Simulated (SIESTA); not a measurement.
# YN under changes of volume

One of the cells (14.500 Å³/atom); the others are scaled copies at fixed shape and fractional positions:

```
Y N
1.0
     0.00000    2.43850    2.43850
     2.43850    0.00000    2.43850
     2.43850    2.43850    0.00000
Y N
1 1
Cartesian
  0.0000 0.0000 0.0000
  2.4385 2.4385 2.4385
```

* Program: SIESTA 5.4.2
* Functional: LDA
* Potentials or basis: PseudoDojo 0.4 standard (LDA files)
* Basis: DZP (energy shift 0.003 Ry; two zetas on semicore shells)
* Grid cutoff: 800 Ry
* Energy shift: 0.003 Ry
* k mesh: 9 × 9 × 9
* Occupations: fermi-dirac, width 0.05 eV
* Spin: no spin polarisation

```csv
volume (Å³/atom),energy over the lowest point (meV/atom),pressure (GPa)
13.630,?,?
13.920,1.99,3.1
14.210,0.00,-0.8
14.500,4.63,-4.2
14.790,14.97,-7.2
15.080,30.50,-10.0
15.370,50.88,-12.5
```

Q: What does the run at 13.630 Å³/atom give?

A: Energy over the lowest point 11.15 meV/atom; pressure 7.1 GPa.

Worked out: A Birch-Murnaghan fit of order 3 (a polynomial in V^(-2/3)) to the other rows has its minimum at 14.15 Å³/atom with B0 = V·E''(V) = 178 GPa and B' = 4.1. It gives 11.09 meV/atom at 13.630 Å³/atom, against the run's 11.15, and -dE/dV = 7.2 GPa, against 7.1.

Energies are extrapolated to zero smearing.

Caveats: the basis of atomic orbitals isn't converged, which shifts pressures, moduli and gaps.
